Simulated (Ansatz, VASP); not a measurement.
**One calculation of Pd, two programs**

```
Pd
1.0
     0.00000    1.92019    1.92019
     1.92019    0.00000    1.92019
     1.92019    1.92019    0.00000
Pd
1
Direct
  0.00000 0.00000 0.00000
```

Change from the starting cell: volume scaled by 0.96.

Alike in both runs: task single point; functional r2SCAN; k mesh 12 × 12 × 12; occupations fermi-dirac, width 0.05 eV; no spin polarisation.

```csv
,VASP,Ansatz
version,VASP 6.6.1,Ansatz 0.2.0
potentials or method,"VASP PAW PBE potentials, release 64 (Pd)",Ansatz PAW
plane-wave cutoff (eV),520,500
valence electrons in the cell,10,18
```

Ansatz gave:

| Quantity | Value |
| --- | --- |
| gap on the k mesh at the Fermi level (eV) | none |
| pressure (GPa) | 11.1 |

Q: Which values does VASP return?

A: gap on the k mesh at the Fermi level (eV): none; pressure (GPa): 12.0.

A gap of «none» marks a metal or a gap that the smearing closes. The two sets of potentials don't hold the same shells in valence.

Caveats: the PAW data sets were made with another functional, which shifts forces and pressure a little (VASP); the PAW data sets come from PBE, with cores solved anew for the run's functional, which leaves a small shift of forces and pressure (Ansatz).
